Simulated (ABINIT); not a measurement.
An input for ABINIT 10.8.3 (patched build) (ZrN):

File run.abi:

```
pp_dirpath "./"
pseudos "40_Zr_12_2.0_2.5_pbe_n_v1.0.psp8, 07_N_5_1.2_1.4_pbe_n_v1.0.psp8"

acell 3*1.0
rprim
     0.0000000000     4.3463700866     4.3463700866
     4.3463700866     0.0000000000     4.3463700866
     4.3463700866     4.3463700866     0.0000000000
ntypat 2
znucl 40 7
natom 2
typat 1 2
xred
     0.5000000000     0.5000000000     0.5000000000
     0.0000000000     0.0000000000     0.0000000000

ecut 29.0

kptopt 1
ngkpt 8 8 8
nshiftk 1
shiftk 0.5 0.5 0.5
chksymbreak 0

ixc -428
fockdownsampling 2 2 2

nband 13
occopt 3
tsmear 0.00183747

nstep 60
toldfe 1.0e-7

iomode 3
prtwf 0
prteig 0
prtebands 0
enunit 1
prtden 1
prtvha 1
prtvclmb 1
prtpot 1
prtelf 1
```

Potentials or basis: SPMS NC PBE v1.0.

Launch:

```sh
$ mpirun --bind-to none -np 4 abinit run.abi > log 2>&1
```

Q: How does this run end?

A: The run stopped without a result. It printed:

run.abo:

```text
.Version 10.8.3 of ABINIT
 Symmetries : space group Fm -3 m (#225); Bravais cF (face-center cubic)
================================================================================
 Values of the parameters that define the memory need of the present run
     intxc =       0    ionmov =       0      iscf =       7    lmnmax =       6
     lnmax =       6     mgfft =      30  mpssoang =       3    mqgrid =    3001
     natom =       2  nloc_mem =       1    nspden =       1   nspinor =       1
    nsppol =       1      nsym =      48    n1xccc =    2501    ntypat =       2
    occopt =       3   xclevel =       2
       mpw =        1243          nfft =       27000          nkpt =          60
[... 104 lines left out ...]

     iter   Etot(hartree)      deltaE(h)  residm     vres2

--- !ERROR
message: |
    The Fock list of fockdownsampling 2 2 2 breaks a symmetry of the calculation:
    the energy would depend on the way in which the k-points are folded.
    Action: choose numbers, and a shift, that keep the symmetry, or nsym 1 with kptopt 3.
...

--- !ERROR
message: |
    The Fock list of fockdownsampling 2 2 2 breaks a symmetry of the calculation:
    the energy would depend on the way in which the k-points are folded.
    Action: choose numbers, and a shift, that keep the symmetry, or nsym 1 with kptopt 3.
...
```
